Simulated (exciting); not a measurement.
The K K edge of atom 1 in KF (Carobbiite), space group Fm-3m, with 6 F at 2.67 Å (octahedral, site symmetry m-3m), was computed at 2 levels: exchange and screened direct term (singlet BSE) and independent particles. Common settings: exciting, all-electron LAPW+lo, PBE, 5×5×5 shifted k points, 21 conduction bands, |G+q| up to 3 bohr⁻¹, full RPA screening with nempty = 42, Lorentzian half width 0.45 eV.

Energy from the Kohn–Sham onset, core level to the lowest empty state found on the meshes used; all runs on one relative scale:

```csv
E (eV),run 1,run 2
-4.5,0.01,0.04
-4.0,0.01,0.05
-3.5,0.01,0.06
-3.0,0.01,0.09
-2.5,0.02,0.12
-2.0,0.02,0.18
-1.5,0.02,0.34
-1.0,0.02,0.78
-0.5,0.03,1.58
0.0,0.04,1.70
0.5,0.06,1.42
1.0,0.09,1.00
1.5,0.14,0.67
2.0,0.22,0.58
2.5,0.32,0.48
3.0,0.48,0.41
3.5,0.66,0.45
4.0,0.73,0.47
4.5,0.47,0.44
5.0,0.37,0.47
5.5,0.38,0.60
6.0,0.27,0.83
6.5,0.23,1.08
7.0,0.25,1.28
7.5,0.27,1.57
8.0,0.31,1.68
8.5,0.37,1.30
9.0,0.41,1.18
9.5,0.52,0.98
10.0,0.58,0.72
10.5,0.68,0.55
11.0,0.91,0.41
11.5,1.24,0.35
12.0,1.63,0.38
12.5,1.65,0.43
13.0,1.23,0.39
13.5,1.00,0.32
14.0,0.80,0.31
14.5,0.74,0.29
15.0,0.70,0.29
15.5,0.68,0.33
16.0,0.56,0.35
16.5,0.48,0.33
17.0,0.51,0.31
17.5,0.54,0.28
18.0,0.53,0.28
18.5,0.55,0.32
19.0,0.49,0.40
19.5,0.42,0.46
20.0,0.40,0.43
20.5,0.49,0.41
21.0,0.60,0.46
21.5,0.60,0.47
22.0,0.59,0.45
22.5,0.63,0.47
23.0,0.62,0.47
23.5,0.60,0.43
24.0,0.61,0.37
24.5,0.71,0.30
```

Q: Which run is which, and why?

Run 1: independent particles; highest local maximum in the window at 12.3 eV. Run 2: exchange and screened direct term (singlet BSE); highest local maximum in the window at 7.8 eV. The attractive direct term pulls weight down: the curves pass 0.26 at 2.3 and -1.7 eV in the order of the runs. Fine structure above the first lines is partly noise of the 125-point mesh.

[Banner, clock and machine lines of the logs are left out without a mark of their own.]

[Logs are printed without paths, hosts, clocks, repeated set-up lines and the standing remarks that a program may print on its own settings, such as how far it seeks lower states.]

[Hosts, paths, dates, database ids (printed as entryN), source tags and the programs' standing remarks are cut or masked in the printed files.]
